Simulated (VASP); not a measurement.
# MoS2 in VASP: further runs

Aim: see how the results for MoS2 move with the level of theory and the settings. Levels: PBE+D3(BJ), LDA, PBE. Tasks: band structure, phonons.

Program: VASP 6.6.1. These are calculated values, not measurements. Logs are shortened: lines on timing, memory, paths and dates and some standing lists are left out, and cuts for length are marked.

### 1 The slab as given

The cell holds a slab with vacuum, 3 atoms: a = 3.153 Å, b = 3.153 Å, c = 21.130 Å, α = 90.00°, β = 90.00°, γ = 120.00°.

### 2 Band structure, PBE+D3(BJ), spin-orbit coupling, no magnetisation

File INCAR:

```
PREC = Accurate
ENCUT = 520
EDIFF = 1E-6
ISMEAR = 0
SIGMA = 0.03
LREAL = False
LASPH = True
NELM = 80
ALGO = Normal
ISIF = 2
LWAVE = False
LCHARG = False
LNONCOLLINEAR = True
MAGMOM = 0 0 0 0 0 0 0 0 0
LORBIT = 11
LSORBIT = True
GGA_COMPAT = False
LMAXMIX = 4
LDIPOL = True
IDIPOL = 3
DIPOL = 0.5 0.5 0.500
GGA = PE
IVDW = 12
NBANDS = 41
LVHAR = True
LVACPOTAV = True
KPAR = 2
```

File KPOINTS:

```
regular mesh
0
Gamma
  12 12 1
```

File POSCAR:

```
MoS2                                    
1.0
    3.1531462917      0.0000000000      0.0000000000
   -1.5765731459      2.7307047860      0.0000000000
    0.0000000000      0.0000000000     21.1302960000
  S               Mo            
     2     1
Direct
     0.3333333300000021    0.6666666699999979    0.4258408315342024
     0.3333333300000021    0.6666666699999979    0.5741591684657976
     0.6666666699999979    0.3333333300000021    0.5000000000000000
```

File KPOINTS_OPT:

```
explicit points
67
Reciprocal
 0.0000000000  0.0000000000  0.0000000000 1
 0.0357142900  0.0000000000  0.0000000000 1
 0.0714285700  0.0000000000  0.0000000000 1
 0.1071428600  0.0000000000  0.0000000000 1
 0.1428571400  0.0000000000  0.0000000000 1
 0.1785714300  0.0000000000  0.0000000000 1
 0.2142857100  0.0000000000  0.0000000000 1
 0.2500000000  0.0000000000  0.0000000000 1
 0.2857142900  0.0000000000  0.0000000000 1
 0.3214285700  0.0000000000  0.0000000000 1
 0.3571428600  0.0000000000  0.0000000000 1
 0.3928571400  0.0000000000  0.0000000000 1
 0.4285714300  0.0000000000  0.0000000000 1
 0.4642857100  0.0000000000  0.0000000000 1
 0.5000000000  0.0000000000  0.0000000000 1
 0.4791666700  0.0416666700  0.0000000000 1
 0.4583333300  0.0833333300  0.0000000000 1
 0.4375000000  0.1250000000  0.0000000000 1
 0.4166666700  0.1666666700  0.0000000000 1
 0.3958333300  0.2083333300  0.0000000000 1
 0.3750000000  0.2500000000  0.0000000000 1
 0.3541666700  0.2916666700  0.0000000000 1
 0.3333333300  0.3333333300  0.0000000000 1
 0.3137254900  0.3137254900  0.0000000000 1
 0.2941176500  0.2941176500  0.0000000000 1
 0.2745098000  0.2745098000  0.0000000000 1
 0.2549019600  0.2549019600  0.0000000000 1
 0.2352941200  0.2352941200  0.0000000000 1
 0.2156862700  0.2156862700  0.0000000000 1
 0.1960784300  0.1960784300  0.0000000000 1
 0.1764705900  0.1764705900  0.0000000000 1
 0.1568627500  0.1568627500  0.0000000000 1
 0.1372549000  0.1372549000  0.0000000000 1
 0.1176470600  0.1176470600  0.0000000000 1
 0.0980392200  0.0980392200  0.0000000000 1
 0.0784313700  0.0784313700  0.0000000000 1
 0.0588235300  0.0588235300  0.0000000000 1
 0.0392156900  0.0392156900  0.0000000000 1
 0.0196078400  0.0196078400  0.0000000000 1
 0.0000000000  0.0000000000  0.0000000000 1
 0.0000000000  0.0000000000  0.0000000000 1
 0.0060523400 -0.0030261700  0.0000000000 1
-0.0060523400  0.0030261700  0.0000000000 1
 0.0176526700 -0.0088263400  0.0000000000 1
-0.0176526700  0.0088263400  0.0000000000 1
 0.0000000000  0.0052414800  0.0000000000 1
-0.0000000000 -0.0052414800  0.0000000000 1
 0.0000000000  0.0152876600  0.0000000000 1
-0.0000000000 -0.0152876600  0.0000000000 1
 0.5000000000  0.0000000000  0.0000000000 1
 0.5060523400 -0.0030261700  0.0000000000 1
 0.4939476600  0.0030261700  0.0000000000 1
 0.5176526700 -0.0088263400  0.0000000000 1
 0.4823473300  0.0088263400  0.0000000000 1
 0.5000000000  0.0052414800  0.0000000000 1
 0.5000000000 -0.0052414800  0.0000000000 1
 0.5000000000  0.0152876600  0.0000000000 1
 0.5000000000 -0.0152876600  0.0000000000 1
 0.3333333300  0.3333333300  0.0000000000 1
 0.3393856700  0.3303071600  0.0000000000 1
 0.3272809900  0.3363595000  0.0000000000 1
 0.3509860000  0.3245069900  0.0000000000 1
 0.3156806600  0.3421596700  0.0000000000 1
 0.3333333300  0.3385748100  0.0000000000 1
 0.3333333300  0.3280918500  0.0000000000 1
 0.3333333300  0.3486209900  0.0000000000 1
 0.3333333300  0.3180456700  0.0000000000 1
```

Potentials or basis: VASP PAW PBE potentials, release 64 (S, Mo_sv).

Started as:

```bash
cat potpaw_PBE.64/S/POTCAR potpaw_PBE.64/Mo_sv/POTCAR > POTCAR
mpirun -np 2 vasp_ncl > vasp.out
```

OUTCAR:

```text
PREC = Accurate
   ENCUT = 520
   EDIFF = 1E-6
   ISMEAR = 0
   LREAL = False
   LASPH = True
   NELM = 80
   ISIF = 2
   LNONCOLLINEAR = True
   LORBIT = 11
   LSORBIT = True
   GGA = PE
   IVDW = 12
 IVDW          = 12

 ion  position               nearest neighbor table
   1  0.333  0.667  0.426-   3 2.40   3 2.40   3 2.40
   2  0.333  0.667  0.574-   3 2.40   3 2.40   3 2.40
   3  0.667  0.333  0.500-   1 2.40   2 2.40   1 2.40   2 2.40   1 2.40   2 2.40

  LATTYP: Found a hexagonal cell.
 ALAT       =     3.1531462917
 C/A-ratio  =     6.7013370282

  Lattice vectors:

 A1 = (   3.1531462917,   0.0000000000,   0.0000000000)
 A2 = (  -1.5765731459,   2.7307047860,   0.0000000000)
 A3 = (   0.0000000000,   0.0000000000,  21.1302960000)

Analysis of symmetry for initial positions (statically):
=====================================================================
 Subroutine PRICEL returns:
 Original cell was already a primitive cell.

 Routine SETGRP: Setting up the symmetry group for a
 hexagonal supercell.

 Subroutine GETGRP returns: Found 12 space group operations
 (whereof 12 operations were pure point group operations)
 out of a pool of 24 trial point group operations.

The static configuration has the point symmetry D_3h.

Analysis of symmetry for dynamics (positions and initial velocities):
=====================================================================
 Subroutine PRICEL returns:
 Original cell was already a primitive cell.

 Routine SETGRP: Setting up the symmetry group for a
 hexagonal supercell.

 Subroutine GETGRP returns: Found 12 space group operations
 (whereof 12 operations were pure point group operations)
 out of a pool of 24 trial point group operations.

The dynamic configuration has the point symmetry D_3h.

Analysis of structural, dynamic, and magnetic symmetry:
=====================================================================
 Subroutine PRICEL returns:
 Original cell was already a primitive cell.

 Routine SETGRP: Setting up the symmetry group for a
 hexagonal supercell.

 Subroutine GETGRP returns: Found 12 space group operations
 (whereof 12 operations were pure point group operations)
 out of a pool of 24 trial point group operations.

The overall configuration has the point symmetry D_3h.

 Subroutine INISYM returns: Found 12 space group operations
 (whereof 12 operations are pure point group operations),
 and found     1 'primitive' translations

----------------------------------------------------------------------------------------

                                     Primitive cell

  volume of cell :     181.9384

  direct lattice vectors                    reciprocal lattice vectors
     3.153146292  0.000000000  0.000000000     0.317143547  0.183102913  0.000000000
    -1.576573146  2.730704786  0.000000000     0.000000000  0.366205825  0.000000000
     0.000000000  0.000000000 21.130296000     0.000000000  0.000000000  0.047325414

  length of vectors
     3.153146292  3.153146288 21.130296000     0.366205825  0.366205825  0.047325414

  position of ions in fractional coordinates (direct lattice)
     0.333333330  0.666666670  0.425840832
     0.333333330  0.666666670  0.574159168
     0.666666670  0.333333330  0.500000000

  ion indices of the primitive-cell ions
   primitive index   ion index
                 1           1
                 2           2
                 3           3

[... 101 lines left out ...]
   LRPA    =     F    only Hartree local field effects (RPA)
 Gauss-broadening in eV      SIGMA  =   0.03
  energy-cutoff  :      520.00
  volume of cell :      181.94
 maximum number of plane-waves:      9864
   NGX = 11   NGY = 11   NGZ = 79

 number of electron      26.0000000 magnetization       0.0000000      0.0000000      0.0000000

 dipolmoment           0.000000      0.000000     -0.000000 electrons x Angstroem

 number of electron      26.0000001 magnetization      -0.0000000     -0.0000000     -0.0000000

 number of electron      26.0000001 magnetization       0.0000000     -0.0000000      0.0000000

 number of electron      26.0000001 magnetization       0.0000000     -0.0000000     -0.0000000

 dipolmoment           0.000000      0.000000      0.000000 electrons x Angstroem

 Free energy of the ion-electron system (eV)
  ---------------------------------------------------
  ext. energy  EPLUGINS =         0.00000000
  ---------------------------------------------------
  free energy    TOTEN  =       -21.94150415 eV

  energy without entropy =      -21.94150415  energy(sigma->0) =      -21.94150415

 E-fermi :  -1.8445     XC(G=0):  -3.6713

 val. band max:       -2.0757588762   @ k =   0.3333   0.3333   0.0000
 cond. band min:      -0.3708406188   @ k =   0.3333   0.3333   0.0000
 fundamental gap:      1.7049182574
 Fermi energy:        -1.8444526858

 k-point     1 :       0.0000    0.0000    0.0000
  band No.  band energies     occupation
      1     -62.9820      1.00000
      2     -62.9820      1.00000
      3     -38.6250      1.00000
      4     -38.6250      1.00000
      5     -36.2703      1.00000
      6     -36.2703      1.00000
[... 973 lines left out ...]
     37       5.7448      0.00000
     38       5.7457      0.00000

 [... further k-points ...]

 [bands above 38 left out]

------------------------ aborting loop because EDIFF is reached ----------------------------------------

 Edisp (eV)   -0.95887

 E8    (eV) :    -0.4147

  FORCE on cell =-STRESS in cart. coord.  units (eV):
  Direction    XX          YY          ZZ          XY          YZ          ZX
  --------------------------------------------------------------------------------------
  -------------------------------------------------------------------------------------
  Total       0.00799     0.00799    -0.01499    -0.00000     0.00000    -0.00000
  in kB       0.07035     0.07035    -0.13204    -0.00000     0.00000    -0.00000
  external pressure =        0.00 kB  Pullay stress =        0.00 kB

 VOLUME and BASIS-vectors are now :
 -----------------------------------------------------------------------------
  energy-cutoff  :      520.00
  volume of cell :      181.94
      direct lattice vectors                 reciprocal lattice vectors
     3.153146292  0.000000000  0.000000000     0.317143547  0.183102913  0.000000000
    -1.576573146  2.730704786  0.000000000     0.000000000  0.366205825  0.000000000
     0.000000000  0.000000000 21.130296000     0.000000000  0.000000000  0.047325414

 POSITION                                       TOTAL-FORCE (eV/Angst)
 -----------------------------------------------------------------------------------
     -0.00000      1.82047      8.99814         0.000000     -0.000000     -0.004022
     -0.00000      1.82047     12.13215         0.000000     -0.000000      0.004022
      1.57657      0.91023     10.56515        -0.000000      0.000000      0.000000
 -----------------------------------------------------------------------------------
    total drift:                               -0.000013      0.000008      0.000000

  FREE ENERGIE OF THE ION-ELECTRON SYSTEM (eV)
  ---------------------------------------------------
  free  energy   TOTEN  =       -22.9003789820 eV

  energy  without entropy=      -22.9003789820  energy(sigma->0) =      -22.90037898

 vacuum level on the upper side and lower side of the slab         3.743         3.743

 Spin-Orbit-Coupling matrix elements

 Ion:    1  E_soc:     -0.0022426
 l=   1
     0.0000000    -0.0003592    -0.0004028
    -0.0003592     0.0000000    -0.0003592
    -0.0004028    -0.0003592     0.0000000
 l=   2
     0.0000000     0.0000000     0.0000000     0.0000000     0.0000000
     0.0000000     0.0000000     0.0000000     0.0000000     0.0000000
     0.0000000     0.0000000     0.0000000     0.0000000     0.0000000
     0.0000000     0.0000000     0.0000000     0.0000000     0.0000000
     0.0000000     0.0000000     0.0000000     0.0000000     0.0000000
 l=   3
     0.0000000     0.0000000     0.0000000     0.0000000     0.0000000     0.0000000     0.0000000
     0.0000000     0.0000000     0.0000000     0.0000000     0.0000000     0.0000000     0.0000000
     0.0000000     0.0000000     0.0000000     0.0000000     0.0000000     0.0000000     0.0000000
     0.0000000     0.0000000     0.0000000     0.0000000     0.0000000     0.0000000     0.0000000
[... 29 lines left out ...]
 l=   2
     0.0000000    -0.0004780     0.0000000    -0.0004780    -0.0021615
    -0.0004780     0.0000000    -0.0015503    -0.0004039    -0.0004780
     0.0000000    -0.0015503     0.0000000    -0.0015503     0.0000000
    -0.0004780    -0.0004039    -0.0015503     0.0000000    -0.0004780
    -0.0021615    -0.0004780     0.0000000    -0.0004780     0.0000000
 l=   3
     0.0000000     0.0000000     0.0000000     0.0000000     0.0000000     0.0000000     0.0000000
     0.0000000     0.0000000     0.0000000     0.0000000     0.0000000     0.0000000     0.0000000
     0.0000000     0.0000000     0.0000000     0.0000000     0.0000000     0.0000000     0.0000000
     0.0000000     0.0000000     0.0000000     0.0000000     0.0000000     0.0000000     0.0000000
     0.0000000     0.0000000     0.0000000     0.0000000     0.0000000     0.0000000     0.0000000
     0.0000000     0.0000000     0.0000000     0.0000000     0.0000000     0.0000000     0.0000000
     0.0000000     0.0000000     0.0000000     0.0000000     0.0000000     0.0000000     0.0000000

 total charge

# of ion       s       p       d       tot
------------------------------------------
    1        1.363   2.344   0.000   3.707
    2        1.363   2.344   0.000   3.707
    3        2.293   6.226   3.957  12.475
--------------------------------------------------
tot          5.019  10.913   3.957  19.889

 magnetization (x)

# of ion       s       p       d       tot
------------------------------------------
    1        0.000   0.000   0.000   0.000
    2        0.000   0.000   0.000   0.000
    3        0.000  -0.000   0.000   0.000
--------------------------------------------------
tot          0.000   0.000   0.000   0.000

 magnetization (y)

# of ion       s       p       d       tot
------------------------------------------
    1        0.000   0.000   0.000   0.000
    2        0.000   0.000   0.000   0.000
    3        0.000   0.000   0.000   0.000
--------------------------------------------------
tot          0.000   0.000   0.000   0.000

 magnetization (z)

# of ion       s       p       d       tot
------------------------------------------
    1        0.000   0.000   0.000   0.000
    2       -0.000   0.000   0.000  -0.000
    3       -0.000  -0.000   0.000  -0.000
--------------------------------------------------
tot          0.000  -0.000   0.000  -0.000
```

Run time: 18 min. Hardware: 2 MPI ranks of AMD EPYC 7R13 (Zen 3), shared host; peak memory 0.92 GiB.

What came out:

| Item | Value |
| --- | --- |
| Free energy | -22.9004 eV |
| Largest force | 0.004 eV/Å |
| Valence electrons inside the program's atomic spheres | S 3.71; Mo 12.47 |
| Dispersion energy per atom | -0.320 eV |
| Work function of the upper face | 5.59 eV |
| Work function of the lower face | 5.59 eV |

Forces on the atoms (eV/Å):
```
S    0.000  0.000 -0.004
S    0.000  0.000  0.004
Mo   0.000  0.000  0.000
```

### 3 Band structure, LDA

File INCAR:

```
PREC = Accurate
ENCUT = 520
EDIFF = 1E-6
ISMEAR = 0
SIGMA = 0.03
LREAL = False
LASPH = True
NELM = 80
ALGO = Normal
ISIF = 2
LWAVE = False
LCHARG = False
LMAXMIX = 4
LDIPOL = True
IDIPOL = 3
DIPOL = 0.5 0.5 0.500
GGA = CA
NBANDS = 20
LVHAR = True
LVACPOTAV = True
KPAR = 2
```

KPOINTS is that of step 2.

POSCAR is that of step 2.

KPOINTS_OPT is that of step 2.

Potentials or basis: VASP PAW LDA potentials, release 64 (S, Mo_sv).

Started as:

```bash
cat potpaw_LDA.64/S/POTCAR potpaw_LDA.64/Mo_sv/POTCAR > POTCAR
mpirun -np 2 vasp_std > vasp.out
```

OUTCAR:

```text
PREC = Accurate
   ENCUT = 520
   EDIFF = 1E-6
   ISMEAR = 0
   LREAL = False
   LASPH = True
   NELM = 80
   ISIF = 2
   GGA = CA

 ion  position               nearest neighbor table
   1  0.333  0.667  0.426-   3 2.40   3 2.40   3 2.40
   2  0.333  0.667  0.574-   3 2.40   3 2.40   3 2.40
   3  0.667  0.333  0.500-   1 2.40   2 2.40   1 2.40   2 2.40   1 2.40   2 2.40

  LATTYP: Found a hexagonal cell.
 ALAT       =     3.1531462917
 C/A-ratio  =     6.7013370282

  Lattice vectors:

 A1 = (   3.1531462917,   0.0000000000,   0.0000000000)
 A2 = (  -1.5765731459,   2.7307047860,   0.0000000000)
[... 624 lines left out ...]
  --------------------------------------------------------------------------------------
  -------------------------------------------------------------------------------------
  Total       -1.4731805     -1.4731805     -1.5201941      0.0000000      0.0000000      0.0000000
  in kB      -12.9730501    -12.9730501    -13.3870592      0.0000000      0.0000000      0.0000000
  external PRESSURE =     -13.1110532 kB  Pullay stress =       0.0000000 kB

 VOLUME and BASIS-vectors are now :
 -----------------------------------------------------------------------------
  energy-cutoff  :      520.00
  volume of cell :      181.94
      direct lattice vectors                 reciprocal lattice vectors
     3.153146292  0.000000000  0.000000000     0.317143547  0.183102913  0.000000000
    -1.576573146  2.730704786  0.000000000     0.000000000  0.366205825  0.000000000
     0.000000000  0.000000000 21.130296000     0.000000000  0.000000000  0.047325414

 POSITION                                       TOTAL-FORCE (eV/Angst)
 -----------------------------------------------------------------------------------
     -0.00000      1.82047      8.99814        -0.000000     -0.000000      0.476914
     -0.00000      1.82047     12.13215        -0.000000      0.000000     -0.476914
      1.57657      0.91023     10.56515         0.000000      0.000000     -0.000000
 -----------------------------------------------------------------------------------
    total drift:                               -0.000013      0.000007      0.000000

  FREE ENERGIE OF THE ION-ELECTRON SYSTEM (eV)
  ---------------------------------------------------
  free  energy   TOTEN  =       -24.3452641464 eV

  energy  without entropy=      -24.3452641464  energy(sigma->0) =      -24.34526415

 vacuum level on the upper side and lower side of the slab         3.779         3.779
```

It took 2.4 min on 2 MPI ranks of AMD EPYC 7R13 (Zen 3), shared host; peak memory 0.27 GiB.

What came out:

* Free energy: -24.3453 eV
* Largest force: 0.477 eV/Å
* Band gap on the k mesh: 1.78 eV, direct
* Band gap along the path: 1.78 eV, direct
* Ionisation potential of the upper face: 6.16 eV

Forces in eV/Å, atoms in the order of the input:
```
S    0.000  0.000  0.477
S    0.000  0.000 -0.477
Mo   0.000  0.000  0.000
```

[end of part 1 of 2]
